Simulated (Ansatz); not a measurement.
The system is Zn.

```xyz
1
Lattice="-1.5690 1.5690 1.5690 1.5690 -1.5690 1.5690 1.5690 1.5690 -1.5690" Properties=species:S:1:pos:R:3 pbc="T T T"
Zn    0.0000    0.0000    0.0000
```

This isn't the form of Zn at room conditions, which is hcp.

| Property | Result |
| --- | --- |
| Program | Ansatz 0.2.0 |
| Task | relaxation of cell and atoms |
| Functional | revPBE |
| Potentials or basis | Ansatz PAW |
| Cutoff | 420 eV (not typed: the program's choice for these potentials) |
| k mesh | 12 × 12 × 12 |
| Occupations | fermi-dirac, width 0.05 eV |
| Spin | no spin polarisation |

At the start: volume 15.45 Å³/atom.

How do energy, volume and symmetry change on relaxing?

It ends after 4 steps and the volume is 15.91 Å³/atom (+2.9 %); space group Im-3m (No. 229, to 0.05 Å).

Step by step:
```
step  energy change (eV)  largest force (eV/Å)  volume (Å³)
   1              0.0000                0.0000        15.45
   2             -0.0019                0.0000        15.74
   3             -0.0021                0.0000        15.91
   4             -0.0024                0.0000        15.91
```

Final structure:
```cif
data_structure
_symmetry_space_group_name_H-M 'P 1'
_symmetry_Int_Tables_number 1
_cell_length_a 2.7441
_cell_length_b 2.7441
_cell_length_c 2.7441
_cell_angle_alpha 109.471
_cell_angle_beta 109.471
_cell_angle_gamma 109.471
_cell_volume 15.91
loop_
_atom_site_label
_atom_site_type_symbol
_atom_site_fract_x
_atom_site_fract_y
_atom_site_fract_z
_atom_site_occupancy
Zn1 Zn 0.00000 0.00000 0.00000 1
```

Caveat: the plane-wave basis is chosen anew once the cell has moved, so the energies of steps on either side of that aren't comparable; the PAW data sets come from PBE, with cores solved anew for the run's functional, which leaves a small shift of forces and pressure.
